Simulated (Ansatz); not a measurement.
A run of Ansatz 0.2.0 is set up as follows.

Contents of input.yaml:

```yaml
crystal:
  lattice:
    - [0.0, 2.8338, 2.8338]
    - [2.8338, 0.0, 2.8338]
    - [2.8338, 2.8338, 0.0]
  atoms:
    - { symbol: Se, position: [0.75, 0.75, 0.75] }
    - { symbol: Zn, position: [0.0, 0.0, 0.0] }
kpoints:
  mp_grid: { grid: [8, 8, 8] }
scf:
  occupations: { method: gaussian, width: 0.023 }
hamiltonian:
  xc: pbe
  pseudopotentials: { kind: all_electron, lapw: { basis_error: 0.001 } }
output:
  forces: true
  stress: true
  eigenvalues: true
```

Potentials or basis: all-electron LAPW, scalar-relativistic.

Command:

```sh
$ ansatz run input.yaml --threads 1 --pin off --max-ram 3072MiB --backend cpu --events-out ev --progress --plain --runs-dir out
```

Q: Predict the pressure.

A: 2.1 GPa.

Q: Predict the band gap on the k mesh.

A: 1.29 eV, direct.

**The experiment to reproduce.**

“Alloy Disordering Effects on the Thermal Conductivity and Energy Gap Temperature Dependence of Cd1−xZnxSe Ternary Crystals Grown by the Bridgman Method”, 2023, pmc:10253836 reports, for a bulk crystal of ZnSe at 300 K: band gap 2.695 ± 0.003 eV (an exciton energy, a little under the gap).

A measured gap of ZnSe is 2.695 eV (an exciton energy, a little under the gap; 300 K; “Alloy Disordering Effects on the Thermal Conductivity and Energy Gap Temperature Dependence of Cd1−xZnxSe Ternary Crystals Grown by the Bridgman Method”, 2023, pmc:10253836); the calculated 1.29 eV misses it by -1.40 eV. So large a miss can be the level of theory's own, or it may mean another phase, state or a wrong row. Spin-orbit coupling on Se is left out. The value is that of PBE, without temperature or zero-point motion. Semilocal functionals fall short of measured gaps as a rule.
